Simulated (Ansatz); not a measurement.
We consider rock-salt LiI, described by LDA in Ansatz (plane waves, PAW).

Settings: plane-wave cutoff 520 eV, 10×10×10 k mesh, Fermi–Dirac smearing 0.01 eV, scalar-relativistic PAW data made under PBE.

Cell (relaxed at this level):

```cif
data_I4Li4
_chemical_formula_sum 'Li4 I4'
_space_group_name_H-M_alt 'Fm-3m'
_space_group_IT_number 225
_space_group_name_Hall '-F 4 2 3'
_cell_length_a 5.80471
_cell_length_b 5.80471
_cell_length_c 5.80471
_cell_angle_alpha 90.000
_cell_angle_beta 90.000
_cell_angle_gamma 90.000
loop_
_atom_site_label
_atom_site_type_symbol
_atom_site_symmetry_multiplicity
_atom_site_Wyckoff_symbol
_atom_site_fract_x
_atom_site_fract_y
_atom_site_fract_z
_atom_site_occupancy
Li1 Li 4 a 0.00000 0.00000 0.00000 1
I1 I 4 b 0.50000 0.50000 0.50000 1
```
(The calculation used a cell of 2 atoms; values per cell refer to that cell.)

### Question
Estimate the smallest direct gap on the k points sampled, width of the whole s-p valence band, pressure derivative B′ of the bulk modulus and bulk modulus that the calculation returns.

### Answer

smallest direct gap on the k points sampled: 4.51 eV
width of the whole s-p valence band: 12.17 eV
pressure derivative B′ of the bulk modulus: 4.5
bulk modulus: 25.7 GPa

Measured, for comparison: bulk modulus 24 GPa (0 K, extrapolated to 0 K; as tabulated in Doll and Stoll (1998), arXiv:cond-mat/9801031). Computed (rounded) less measured: bulk modulus +7 %.

Spin–orbit coupling is not included; with these elements it can move the gap by several tenths of an eV or more.

Ansatz is a first-principles code.
